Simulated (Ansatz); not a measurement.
**CoSi4Ru3: what a guessed cell relaxes into**

Aim: relax a trial structure of CoSi4Ru3 and see where it ends.

Program: Ansatz 0.2.0. Level of theory: DFT PBE, scalar-relativistic, plane waves, PAW. These are calculated values, not measurements.

**1. The structure to begin with**

It takes space group P4/mmm (No. 123, tetragonal). Conventional cell: a = 6.062 Å, b = 6.062 Å, c = 3.031 Å, α = 90.00°, β = 90.00°, γ = 90.00°. Co (site symmetry 4/mmm) has 8 Si at 2.62 Å as nearest neighbours. Si (site symmetry m2m) is surrounded by 2 Co at 2.62 Å and 6 Ru at 2.62 Å. Ru (site symmetry 4/mmm) is surrounded by 8 Si at 2.62 Å. Around Ru (site symmetry mmm) lie 8 Si at 2.62 Å.

Structure file:

```cif
data_structure
_symmetry_space_group_name_H-M 'P 1'
_symmetry_Int_Tables_number 1
_cell_length_a 6.0616
_cell_length_b 6.0616
_cell_length_c 3.0308
_cell_angle_alpha 90.000
_cell_angle_beta 90.000
_cell_angle_gamma 90.000
_cell_volume 111.36
loop_
_atom_site_label
_atom_site_type_symbol
_atom_site_fract_x
_atom_site_fract_y
_atom_site_fract_z
_atom_site_occupancy
Co1 Co 0.50000 0.50000 0.00000 1
Si1 Si 0.75000 0.75000 0.50000 1
Si2 Si 0.75000 0.25000 0.50000 1
Si3 Si 0.25000 0.75000 0.50000 1
Si4 Si 0.25000 0.25000 0.50000 1
Ru1 Ru 0.00000 0.00000 0.00000 1
Ru2 Ru 0.00000 0.50000 0.00000 1
Ru3 Ru 0.50000 0.00000 0.00000 1
```

The start is an ordering of an alloy on its end members' structure types: elements ordered on the sites of the SiRu type, Ru/Co on Ru (P4/mmm, No. 123).

**2. Probe: one point on a coarse mesh**

Contents of input.yaml:

```yaml
crystal:
  lattice:
    - [6.06156013, 0.0, 0.0]
    - [0.0, 6.06156013, 0.0]
    - [0.0, 0.0, 3.03078006]
  atoms:
    - { symbol: Co, position: [0.5, 0.5, 0.0], spin: 3.0 }
    - { symbol: Si, position: [0.75, 0.75, 0.5] }
    - { symbol: Si, position: [0.75, 0.25, 0.5] }
    - { symbol: Si, position: [0.25, 0.75, 0.5] }
    - { symbol: Si, position: [0.25, 0.25, 0.5] }
    - { symbol: Ru, position: [0.0, 0.0, 0.0] }
    - { symbol: Ru, position: [0.0, 0.5, 0.0] }
    - { symbol: Ru, position: [0.5, 0.0, 0.0] }
basis:
  ecutwfc: 420
kpoints:
  mp_grid: { grid: [4, 4, 6] }
hamiltonian:
  xc: pbe
scf:
  occupations: { method: gaussian, width: 0.1 }
  lower_state_search: "off"
output:
  forces: true
  stress: true
  eigenvalues: true
  populations: true
magnetization:
  spin_polarized: true
```

Launch:

```
$ ansatz run input.yaml --threads 1 --pin off --max-ram 2560MiB --backend cpu --events-out ev --progress --plain --runs-dir out
```

Further runs follow: coarse relaxation; full relaxation.

What does the calculation give? Wanted: conventional cell; volume; energy over the elements; gap on the mesh; total moment.

The runs gave:

| quantity | value |
| --- | --- |
| symmetry at the end (tolerance 0.05 Å) | space group P4/mmm (No. 123) |
| conventional cell | a = 5.795 Å, b = 5.795 Å, c = 2.924 Å, α = 90.00°, β = 90.00°, γ = 90.00° |
| volume | 12.28 Å³/atom |
| energy over the elements | -0.53 eV/atom |
| gap on the mesh | none (metal) |
| total moment | 0.70 μB/cell |

In words: The space group P4/mmm (No. 123) is kept, and the volume per atom shrinks by 11.8 % from the first guess. A negative formation energy is needed for stability but isn't enough; other structures and compounds were not set against it here. No finished test with a distortion of lower symmetry is shown, so the end may be a saddle point. Other magnetic orders were not searched.
